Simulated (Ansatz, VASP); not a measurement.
**Cr: VASP beside Ansatz**

INCAR

```
SYSTEM = Cr
ALGO = Normal ; EDIFF = 1E-6
ENCUT = 520 ; GGA = PE
ISIF = 2 ; ISMEAR = -1
ISPIN = 2 ; LASPH = .True.
LCHARG = .False. ; LMAXMIX = 4
LORBIT = 11 ; LREAL = .False.
LWAVE = .False. ; MAGMOM = -1.7 1.7
NBANDS = 23 ; NELM = 150
PREC = Accurate ; SIGMA = 0.1
```

The input KPOINTS:

```
k-points
0
Gamma
  9 9 8
  0 0 0
```

The input POSCAR:

```
Cr
1.0
    2.8307344662      0.0000000000      0.0000000000
    0.0000000000      2.8307344662      0.0000000000
    0.0000000000      0.0000000000      3.2657892906
Cr
2
Direct
    0.0000000000      0.0000000000      0.0000000000
    0.5000000000      0.5000000000      0.5000000000
```

Input for Ansatz:

```yaml
crystal:
  lattice:
    - [2.8307344662, 0.0, 0.0]
    - [0.0, 2.8307344662, 0.0]
    - [0.0, 0.0, 3.2657892906]
  atoms:
    - { symbol: Cr, position: [0.0, 0.0, 0.0], spin: -1.7 }
    - { symbol: Cr, position: [0.5, 0.5, 0.5], spin: 1.7 }
magnetization:
  spin_polarized: true
kpoints:
  mp_grid: { grid: [9, 9, 8] }
scf:
  occupations: { method: fermi_dirac, width: 0.1 }
  convergence: { dr2_threshold: 1.0e-09 }
  lower_state_search: "off"
hamiltonian:
  xc: pbe
  pseudopotentials: { kind: all_electron, lapw: { basis_error: 2.5e-05 } }
output:
  eigenvalues: false
checkpoint:
  write: state
  compress: false
  write_every: 100000
```

Change from the starting cell: stretched by +10 % along [0.0, 0.0, 1.0] at fixed volume; collinear moments without spin-orbit coupling, LAPW.

Alike in both runs: task single point; functional PBE; k mesh 9 × 9 × 8; occupations fermi-dirac, width 0.1 eV; collinear spin.

|  | VASP | Ansatz |
| --- | --- | --- |
| version | VASP 6.6.1 | Ansatz 0.2.0 |
| potentials or method | VASP PAW PBE potentials, release 64 (Cr_pv) | all-electron LAPW, scalar-relativistic |
| plane-wave cutoff (eV) | 520 | see its input |

```csv
,VASP,Ansatz,Ansatz less VASP
net moment per atom (μB),0.00,0.00,0.000
size of the moment on the site where the two differ most (μB),1.84,1.79,-0.059
```

Site moments also hang on the region over which each program counts them. Ansatz ran all-electron here, so the differences hold the error of VASP's frozen core and of both bases.
